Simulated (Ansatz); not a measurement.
Computed properties of PtS₂ (rutile)

All numbers come from the PAW code Ansatz. These are computed values for a non-magnetic cell that may be hypothetical; none is a measurement.

Structure: rutile PtS₂, at its r2SCAN minimum. Space group P4_2/mnm (No. 136), tetragonal; a = 5.423 Å, c = 3.788 Å in the conventional setting, 18.57 Å³ an atom. Pt is surrounded by 6 S at 2.37–2.39 Å; S is surrounded by 3 Pt at 2.37–2.39 Å.

```cif
data_structure
_symmetry_space_group_name_H-M 'P 1'
_symmetry_Int_Tables_number 1
_cell_length_a 5.4234
_cell_length_b 5.4234
_cell_length_c 3.7882
_cell_angle_alpha 90.000
_cell_angle_beta 90.000
_cell_angle_gamma 90.000
_cell_volume 111.42
loop_
_atom_site_label
_atom_site_type_symbol
_atom_site_fract_x
_atom_site_fract_y
_atom_site_fract_z
_atom_site_occupancy
Pt1 Pt 0.00000 0.00000 0.00000 1
Pt2 Pt 0.50000 0.50000 0.50000 1
S1 S 0.30931 0.30931 0.00000 1
S2 S 0.19069 0.80931 0.50000 1
S3 S 0.80931 0.19069 0.50000 1
S4 S 0.69069 0.69069 0.00000 1
```

Relaxed lattice by functional, symmetry kept:

| functional | k mesh | a (Å) | c (Å) | volume (Å³/atom) |
| --- | --- | --- | --- | --- |
| PBE | 4×4×6 | 5.458 | 3.816 | 18.95 |
| r2SCAN | 4×4×6 | 5.423 | 3.788 | 18.57 |
| PBEsol | 4×4×6 | 5.370 | 3.786 | 18.19 |
| LDA | 4×4×6 | 5.333 | 3.767 | 17.85 |

Band edges at fixed r2SCAN geometry:
```tsv
level	k mesh	gap (eV)	kind	edges	least direct gap (eV)
LDA	6×6×6	none (overlap 0.50)	–	–	–
PBE	6×6×6	none (overlap 0.52)	–	–	–
PBE+SOC	6×6×6	none (overlap 0.27)	–	–	–
r2SCAN	6×6×6	none (overlap 0.54)	–	–	–
```
All runs use a smearing of 0.02 eV.
Wave cutoffs: 420 eV, 500 eV (r2SCAN).
Points off the special ones are mesh points or PBE's searched band edges, reused at the other levels.

r2SCAN gives no gap: the lowest nominally empty band dips 0.54 eV below the top of the last filled one (its bottom at Γ–Z (0.40 of the way from Γ), the top at M), so the cell is a metal or semimetal at this level. PBE+SOC gives no gap: the lowest nominally empty band dips 0.27 eV below the top of the last filled one (its bottom at X–R (0.67 of the way from X), the top at M–Γ (0.33 of the way from M)), so the cell is a metal or semimetal at this level.

No level opens a gap, but no hybrid is among them, and semilocal functionals can close a real gap.

Only the levels marked +SOC include spin-orbit coupling.
